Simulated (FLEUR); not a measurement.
## Be2C under changes of volume

One of the cells (6.765 Å³/atom); the others are scaled copies at fixed shape and fractional positions:

```
C Be
1.0
     0.00000    2.16500    2.16500
     2.16500    0.00000    2.16500
     2.16500    2.16500    0.00000
C Be
1 2
Direct
  0.00000 0.00000 0.00000
  0.75000 0.75000 0.75000
  0.25000 0.25000 0.25000
```

| Quantity | Value |
| --- | --- |
| Program | FLEUR MaX-R8.1 (later development tree) |
| Functional | PBEsol |
| Potentials or basis | all-electron |
| Basis | FLAPW |
| Kmax | 4.53 1/bohr |
| k mesh | 11 × 11 × 11 |
| Occupations | fermi-dirac, width 0.05 eV |
| Spin | no spin polarisation |

| volume (Å³/atom) | energy over the lowest point (meV/atom) | gap on the mesh (eV) |
| --- | --- | --- |
| 6.359 | 9.79 | 1.19 |
| 6.495 | 2.92 | 1.18 |
| 6.630 | 0.00 | 1.17 |
| 6.765 | 0.70 | 1.16 |
| 6.901 | 4.75 | 1.15 |
| 7.036 | 11.81 | 1.14 |
| 7.171 | ? | ? |

**Question.** What does the run at 7.171 Å³/atom give?

**Answer.** Energy over the lowest point 21.61 meV/atom; gap on the mesh 1.14 eV.

Worked out: A Birch-Murnaghan fit of order 3 (a polynomial in V^(-2/3)) to the other rows has its minimum at 6.67 Å³/atom with B0 = V·E''(V) = 206 GPa and B' = 3.1. It gives 21.68 meV/atom at 7.171 Å³/atom, against the run's 21.61. A straight line through the other rows of the gap, of slope -0.494 eV per unit of ln V, extrapolates to 1.13 eV, against the run's 1.14.

Energies are extrapolated to zero smearing.

Caveats: an odd mesh through Γ misses points on the zone boundary, where band edges often lie.
